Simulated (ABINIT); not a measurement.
Crystal: Br.

```
CELL_PARAMETERS angstrom
-1.28677 1.72000 3.57799
1.28677 -1.72000 3.57799
1.28677 1.72000 -3.57799
ATOMIC_POSITIONS crystal
Br 0.00000 0.00000 0.00000
```

```yaml
Program: ABINIT 10.8.3 (patched build)
Task: single point
Functional: PBE
Potentials_or_basis: JTH PAW PBE v2.0
Cutoff: 408 eV
k_mesh: 13 × 13 × 13
Occupations: fermi-dirac, width 0.05 eV
Spin: no spin polarisation
```

On this cell: pressure 1.0 GPa; band gap on the k mesh none (metal or under the smearing width).

The same run follows on a disturbed copy (cell strained at random at fixed volume):

```
CELL_PARAMETERS angstrom
-1.29089 1.68969 3.57066
1.27938 -1.74206 3.59169
1.29557 1.74556 -3.59583
ATOMIC_POSITIONS crystal
Br 0.99744 0.98278 0.98644
```

**Question.** What does the disturbed cell give?

**Answer.** The energy (extrapolated to zero smearing) moves by +0.0 meV/atom; pressure 1.0 GPa; band gap on the k mesh none (metal or under the smearing width).

Stress tensor (GPa, compression positive):
```
 0.78 -0.02  0.01
-0.02  1.13  0.04
 0.01  0.04  1.08
```

Caveats: an odd number of electrons without spin polarisation forces a metal; a magnetic or distorted state may lie lower.
